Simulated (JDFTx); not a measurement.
Crystal: PbS (Galena).

```xyz
2
Lattice="0.0000 2.9657 2.9657 2.9657 0.0000 2.9657 2.9657 2.9657 0.0000" Properties=species:S:1:pos:R:3 pbc="T T T"
Pb    0.0000    0.0000    0.0000
S     2.9657    2.9657    2.9657
```

Base run:

| Item | Value |
| --- | --- |
| Program | JDFTx 1.7.0 (patched build) |
| Functional | LDA |
| Potentials or basis | PseudoDojo-SR-LDA-0.4.1-standard |
| Cutoff | 762 eV |
| Density cutoff | 6095 eV |
| k mesh | 8 × 8 × 8 |
| Occupations | fermi-dirac, width 0.05 eV |
| Spin | no spin polarisation |

Its results: band gap on the k mesh 0.24 eV, direct; pressure -2.6 GPa.

Problem. The run is repeated on the same cell with these changes: functional from LDA to PBEsol; potentials or basis from PseudoDojo-SR-LDA-0.4.1-standard to PseudoDojo-SR-PBEsol-0.4.1-standard. What comes out?

Solution. Band gap on the k mesh 0.26 eV, direct; pressure -0.8 GPa.

Caveats: the empty levels aren't tightly converged; spin-orbit coupling is left out, which as a rule narrows the gap of such compounds by several tenths of an eV.

A k mesh can miss the band edges.
